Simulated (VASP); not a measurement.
Write the native input for VASP 6.6.1 that does the following.

- Task: relaxation of cell and atoms
- Functional: r2SCAN
- Potentials or basis: VASP PAW PBE potentials, release 64 (Cu)
- Cutoff: 600 eV
- k mesh: 18 × 18 × 18
- Occupations: methfessel-paxton, width 0.1 eV
- Spin: no spin polarisation
- Target pressure: 21.1 GPa
- Further INCAR settings: ALGO = Normal; EDIFF = 1e-07; IBRION = 2; EDIFFG = -0.005; NSW = 90; ISIF = 3
- Target pressure: 21.1 GPa

The structure of Cu lies in POSCAR:

```
Cu                                      
1.0
    0.0000000000      1.7310866042      1.7310866042
    1.7310866042      0.0000000000      1.7310866042
    1.7310866042      1.7310866042     -0.0000000000
  Cu            
     1
Direct
     0.0000000000000000    0.0000000000000000    1.0000000000000000
```

The input as run:

INCAR

```
ALGO     = Normal         # electronic algorithm
EDIFF    = 1E-7           # SCF threshold, eV
EDIFFG   = -0.005         # ionic threshold
ENCUT    = 600            # plane-wave cutoff, eV
IBRION   = 2              # ionic algorithm
ISIF     = 3              # what is computed and relaxed
ISMEAR   = 1              # smearing method
LASPH    = True           # aspherical terms in the spheres
LCHARG   = False          # write CHGCAR
LMIXTAU  = True         
LREAL    = False          # projectors in reciprocal space
LWAVE    = False          # write WAVECAR
METAGGA  = R2SCAN         # meta-GGA
NELM     = 80             # most SCF steps
NSW      = 90             # ionic steps
PREC     = Accurate       # precision mode
PSTRESS  = 211.0        
SIGMA    = 0.1            # smearing width, eV
```

KPOINTS

```
k-points
0
Gamma
  18 18 18
```

Potentials or basis: VASP PAW PBE potentials, release 64 (Cu).

The run is started by

```console
$ cat potpaw_PBE.64/Cu/POTCAR > POTCAR
$ mpirun -np 1 vasp_std > vasp.out
```

Results of the run:

```json
{"Pressure after relaxing": "21.1 GPa", "Band gap on the k mesh": "none (metal or under the smearing width)"}
```

Caveat: the relaxation stopped at its first step, so nothing moved; the cell is relaxed towards a set pressure, so the enthalpy falls and the energy may rise; the PAW data sets were made with another functional, which shifts forces and pressure a little.

It took 56 s on 1 thread of Intel(R) Xeon(R) 6975P-C (Granite Rapids), with other jobs on the host, peak memory 0.14 GiB.
